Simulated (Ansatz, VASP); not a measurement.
One calculation of BN, two programs

```xyz
2
Lattice="0.0000 1.7676 1.7676 1.7676 0.0000 1.7676 1.7676 1.7676 0.0000" Properties=species:S:1:pos:R:3 pbc="T T T"
B     0.0000    0.0000    0.0000
N     0.8838    0.8838    0.8838
```

Alike in both runs: functional PBE; k mesh 16 × 16 × 16; occupations fermi-dirac, width 0.1 eV; no spin polarisation.

Ansatz relaxed the structure, and its values are those at the end. VASP's run is a single point on that final structure, the one shown.

```csv
,VASP,Ansatz
version,VASP 6.6.1,Ansatz 0.2.0
potentials or method,"VASP PAW PBE potentials, release 64 (B, N), cutoff 520 eV","all-electron LAPW, scalar-relativistic"
```

|  | VASP | Ansatz | Ansatz less VASP |
| --- | --- | --- | --- |
| gap on the k mesh at the Fermi level (eV) | 4.53 | 4.54 | +0.011 |

Ansatz ran all-electron here, so the differences hold the error of VASP's frozen core and of both bases.

 As with any semilocal functional, this PBE gap is likely too small. A k mesh can miss the band edges.
